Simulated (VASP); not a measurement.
Input of a VASP 6.6.1 run:

File INCAR:

```
PREC = Accurate
ENCUT = 520
EDIFF = 1E-8
ISMEAR = -1
SIGMA = 0.03
LREAL = F
LASPH = T
NELM = 150
ALGO = Fast
ISIF = 2
LWAVE = F
LCHARG = F
ISPIN = 2
MAGMOM = 4 0
LORBIT = 11
LMAXMIX = 4
GGA = PE
LEFG = T
NBANDS = 20
```

File KPOINTS:

```
Automatic mesh
0
Gamma
  10 10 10
```

POSCAR

```
MnSb
1.0
    0.0000000000      3.0693486081      3.0693486081
    3.0693486081      0.0000000000      3.0693486081
    3.0693486081      3.0693486081      0.0000000000
Mn Sb
1 1
Direct
    0.0000000000      0.0000000000      0.0000000000
    0.2500000000      0.2500000000      0.2500000000
```

Potentials or basis: VASP PAW PBE potentials, release 64 (Mn_pv, Sb).

The run is started by

```bash
$ cat potpaw_PBE.64/Mn_pv/POTCAR potpaw_PBE.64/Sb/POTCAR > POTCAR
$ mpirun -np 1 vasp_std > vasp.out
```

What does it give for the band gap on the k mesh?

None (metal or under the smearing width).

Predict the site moments.

Mn +3.87; Sb -0.16 μB.

Electric field gradients, principal values (V/Å²):
| atom | Vxx | Vyy | Vzz |
| --- | --- | --- | --- |
| 1 Mn | 0.000 | 0.000 | -0.001 |
| 2 Sb | 0.000 | 0.000 | 0.000 |

Caveat: a cell with one magnetic atom can't hold antiferromagnetic order, which such compounds often take. The run has no spin-orbit coupling, so splittings on Sb are missing.
